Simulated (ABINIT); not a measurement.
## HgSe in ABINIT: convergence with pawecutdg

Crystal: HgSe.

```
CELL_PARAMETERS angstrom
0.00000 3.03900 3.03900
3.03900 0.00000 3.03900
3.03900 3.03900 0.00000
ATOMIC_POSITIONS crystal
Hg 0.00000 0.00000 0.00000
Se 0.75000 0.75000 0.75000
```

| Quantity | Value |
| --- | --- |
| Program | ABINIT 10.8.3 (patched build) |
| Task | single point |
| Functional | PBE |
| Potentials or basis | JTH PAW PBE v2.0 |
| Cutoff | 517 eV |
| k mesh | 8 × 8 × 8 |
| Occupations | fermi-dirac, width 0.05 eV |
| Spin | no spin polarisation |

These are the settings of the first run; the series varies pawecutdg, with any setting tied to it.

Hardware: 1 thread of Arm Neoverse V1 (shared host).

| pawecutdg | energy less the tightest run, at zero smearing (meV/atom) | pressure (GPa) | SCF cycles | CPU time (s) | peak memory (GiB) |
| --- | --- | --- | --- | --- | --- |
| 19 Ha | -0.50 | 4.99 | 44 | 62 | 0.11 |
| 22.8 | -3.27 | 4.81 | 27 | 39 | 0.11 |
| 28.5 | 0.11 | 4.85 | 34 | 49 | 0.11 |
| 34.2 | -1.21 | 4.90 | 47 | 67 | 0.12 |
| 41.8 | -0.35 | 4.83 | 38 | 54 | 0.12 |
| 51.3 | 0.02 | 4.84 | 38 | 55 | 0.14 |
| 62.7 | 0.00 | 4.86 | 38 | 55 | 0.16 |

Against the tightest run, the energy stays within 1 meV/atom from 41.8 on; the pressure stays within 0.1 GPa from 22.8 on. The tightest run that finished is the yardstick and may itself not be fully converged.

The run has no spin-orbit coupling, so splittings on Hg are missing.
